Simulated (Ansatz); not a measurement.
**ZnS at 4 GPa: from Born charge to LO–TO splitting and polaron coupling**

All numbers below come from DFT PBEsol, scalar-relativistic, plane waves, PAW in Ansatz 0.2.0. Settings: 420 eV plane-wave cutoff, Γ-centred 10×10×10 mesh, fixed occupations. No spin polarisation. Phonons by linear response, acoustic sum rule imposed.

The cell, relaxed at 4 GPa:
```cif
data_structure
_symmetry_space_group_name_H-M 'F-43m'
_symmetry_Int_Tables_number 216
_cell_length_a 5.2755
_cell_length_b 5.2755
_cell_length_c 5.2755
_cell_angle_alpha 90.000
_cell_angle_beta 90.000
_cell_angle_gamma 90.000
_cell_volume 146.82
loop_
_atom_site_label
_atom_site_type_symbol
_atom_site_symmetry_multiplicity
_atom_site_Wyckoff_symbol
_atom_site_fract_x
_atom_site_fract_y
_atom_site_fract_z
_atom_site_occupancy
Zn1 Zn 4 a 0.00000 0.00000 0.00000 1
S1 S 4 c 0.25000 0.25000 0.25000 1
```

Linear response gives ν_TO = 301.6 cm⁻¹, Born charges ±1.884 e (positive on Zn) and ε∞ = 6.090. The primitive cell holds 36.705 Å³, and the masses are 65.380 and 32.060 amu.

Problem. Find ν_LO and the static dielectric constant.

Solution. The long-wave field adds a restoring force: ω_LO² − ω_TO² = Z*²e²/(ε_vac ε∞ μV). In these units ν_LO² − ν_TO² = 4.92064×10⁷ Z*²/(μ V ε∞) cm⁻², with μ = m₁m₂/(m₁ + m₂) = 21.512 amu: 36313 cm⁻². So ν_LO = √(301.6² + 36313) = 356.8 cm⁻¹, and the run gives 356.8. Lyddane–Sachs–Teller then gives ε0 = ε∞ (ν_LO/ν_TO)² = 8.52, against 8.52 in the run (it forms both from the same three quantities, so the match checks the arithmetic only). Between ν_TO and ν_LO the dielectric function is negative and an undamped crystal reflects fully: a reststrahlen band from 28.0 to 33.2 μm.

Problem. What do the Clausius–Mossotti polarisability and the Szigeti charge come to?

Solution. With the Lorentz local field, α = (3V/4π)(ε∞ − 1)/(ε∞ + 2) = 5.51 Å³ for the pair, and e_S = 3Z*/(ε∞ + 2) = 0.70 e. The Born charge includes the electrons' response to the dipole's own local field, and e_S takes that enhancement out. The Lorentz field assumes point-like polarisable ions, a poor picture once ε∞ is this large, since the electron clouds then overlap or are shared, so both numbers are formal here.

Problem. How strongly does a slow electron couple to the LO mode?

Solution. For one isotropic parabolic band, Fröhlich's constant is α_F = (1/ε∞ − 1/ε0) √(m* Ry/ħω_LO), with Ry = 13.606 eV, ħω_LO = 44.2 meV and m* in free-electron masses: α_F = 0.0469 × 17.54 × √m* = 0.82 √m*. The band mass isn't part of this run; for m* = 0.1, 0.3 and 1 it gives 0.26, 0.45, 0.82. In weak coupling the polaron lies α_F ħω_LO below the band edge (20 meV at m* = 0.3) with a mass m*(1 + α_F/6); past α_F of about 5 or 6 that expansion fails. A semilocal functional's ε∞ tends to be too large, which taken alone lowers α_F.

Cost: 1 run of about 1.4 core-minutes, on Intel Xeon Processor @ 2.70GHz (shared hosts).

The static dielectric response of compressed ZnS is mainly electronic: ε∞ is 6.090 and ε0 only 8.52, so polar lattice motion supplies the smaller part. The Born charge of 1.884 e lies close to the formal divalent charge, but this doesn't make the crystal fully ionic. It is a dynamical charge, which includes the electrons that shift along the polar-covalent Zn–S bonds as the sublattices move. The same polarisable valence electrons screen the long-range field that lifts the LO mode above the TO mode. An error in ε∞ alone would therefore change the splitting but not the lattice contribution ε0 − ε∞, which is set by the Born charge, TO frequency, reduced mass and volume.

The modest gap between the two dielectric constants also keeps the Fröhlich prefactor small. For a light, mainly s-like conduction band this suggests a large, weakly bound electron polaron. The estimate doesn't carry over directly to holes, because the S 3p-derived valence-band top is degenerate and anisotropic.
